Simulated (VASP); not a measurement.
Runs of VASP 6.6.1 on ZnS. The structure is cubic, space group F-43m (No. 216). The conventional cell has a = 5.387 Å, b = 5.387 Å, c = 5.387 Å, α = 90.00°, β = 90.00°, γ = 90.00°. Zn (site symmetry -43m) is surrounded by 4 S at 2.33 Å. S (site symmetry -43m) has 4 Zn at 2.33 Å as nearest neighbours. The cell is a database's computed one.

```tsv
task	level	potentials or basis	cell	k mesh	cutoff (eV)	mesh quality	gap on the mesh (eV)	pressure (GPa)	relaxed volume (Å³/atom)
single point	PBEsol	VASP PAW PBE potentials, release 64 (Zn, S)	as given	10 × 10 × 10	520	not flagged	2.02	-1.1	-
relaxation of cell and atoms	PBEsol	VASP PAW PBE potentials, release 64 (Zn, S)	relaxed	10 × 10 × 10	580	not flagged	2.08	0.0	19.26
relaxation of cell and atoms	PBEsol	VASP PAW PBE potentials, release 64 (Zn, S)	relaxed	10 × 10 × 10	600	not flagged	2.08	0.0	19.26
relaxation of cell and atoms	PBE+D3(BJ)	VASP PAW PBE potentials, release 64 (Zn, S)	relaxed	10 × 10 × 10	600	not flagged	2.18	0.0	(a)
relaxation of cell and atoms	PBE	VASP PAW PBE potentials, release 64 (Zn, S)	relaxed	10 × 10 × 10	600	not flagged	2.01	0.0	20.20
relaxation of cell and atoms	RPBE	VASP PAW PBE potentials, release 64 (Zn, S)	relaxed	10 × 10 × 10	600	not flagged	2.02	0.0	(c)
relaxation of cell and atoms	LDA	VASP PAW LDA potentials, release 64 (Zn, S)	relaxed	10 × 10 × 10	600	not flagged	2.15	0.0	18.63
relaxation of cell and atoms	PBEsol	VASP PAW PBE potentials, release 64 (Zn, S)	relaxed	4 × 4 × 4	600	coarse	(b)	0.0	19.34
```

Alike in all rows: no spin polarisation; smearing gaussian 0.02 eV.

**Question.** Fill in the values left out.

**Answer.** (a) 19.46; (b) 2.05; (c) 20.96.

Caveats: some runs use coarse meshes; the PAW data sets were made with another functional, which shifts forces and pressure a little (some runs).

A k mesh can miss the band edges.

Not every run made on this cell is shown here.
